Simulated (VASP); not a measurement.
Write the native input for VASP 6.6.1 that does the following.

```
Task                   : relaxation of cell and atoms
Functional             : PBE
Potentials or basis    : VASP PAW PBE potentials, release 64 (Ta_pv)
Cutoff                 : 600 eV
k mesh                 : 16 × 16 × 16
Occupations            : methfessel-paxton, width 0.1 eV
Spin                   : no spin polarisation
Target pressure        : 10.6 GPa
Further INCAR settings : ALGO = Normal; EDIFF = 1e-06; IBRION = 2; EDIFFG = -0.01; NSW = 90; ISIF = 3
Target pressure        : 10.6 GPa
```

The structure of Ta lies in POSCAR:

```
Ta
1.0
   -1.6512800000      1.6512800000      1.6512800000
    1.6512800000     -1.6512800000      1.6512800000
    1.6512800000      1.6512800000     -1.6512800000
Ta
1
Direct
    0.0000000000      0.0000000000      0.0000000000
```

One way to write it, as run:

INCAR

```
PREC     = Accurate       # precision mode
ENCUT    = 600            # plane-wave cutoff, eV
EDIFF    = 1E-6           # SCF threshold, eV
ISMEAR   = 1              # smearing method
SIGMA    = 0.1            # smearing width, eV
LREAL    = False          # projectors in reciprocal space
LASPH    = True           # aspherical terms in the spheres
NELM     = 80             # most SCF steps
ALGO     = Normal         # electronic algorithm
ISIF     = 3              # what is computed and relaxed
LWAVE    = False          # write WAVECAR
LCHARG   = False          # write CHGCAR
GGA      = PE             # functional
IBRION   = 2              # ionic algorithm
NSW      = 90             # ionic steps
EDIFFG   = -0.01          # ionic threshold
PSTRESS  = 106.0
```

KPOINTS

```
Automatic mesh
0
Gamma
  16 16 16
```

Potentials or basis: VASP PAW PBE potentials, release 64 (Ta_pv).

Command:

```bash
$ cat potpaw_PBE.64/Ta_pv/POTCAR > POTCAR
$ mpirun -np 1 vasp_std > vasp.out
```

Results of the run:

```json
{"Relaxed volume": "17.43 Å³/atom", "Relaxed cell": "a = 2.829 Å, b = 2.829 Å, c = 2.829 Å, α = 109.47°, β = 109.47°, γ = 109.47°", "Space group after relaxing (to 0.05 Å)": "Im-3m (No. 229)", "Energy change on relaxing (the enthalpy is what falls)": "+25.2 meV/atom", "Ionic steps": "4", "Pressure after relaxing": "10.6 GPa", "Band gap on the k mesh": "none (metal or under the smearing width)"}
```

Caveat: the cell is relaxed towards a set pressure, so the enthalpy falls and the energy may rise.

Wall time 49 s on 1 thread of Intel(R) Xeon(R) Platinum 8259CL CPU @ 2.50GHz (Skylake/Cascade Lake), with other jobs on the host, peak memory 0.16 GiB.
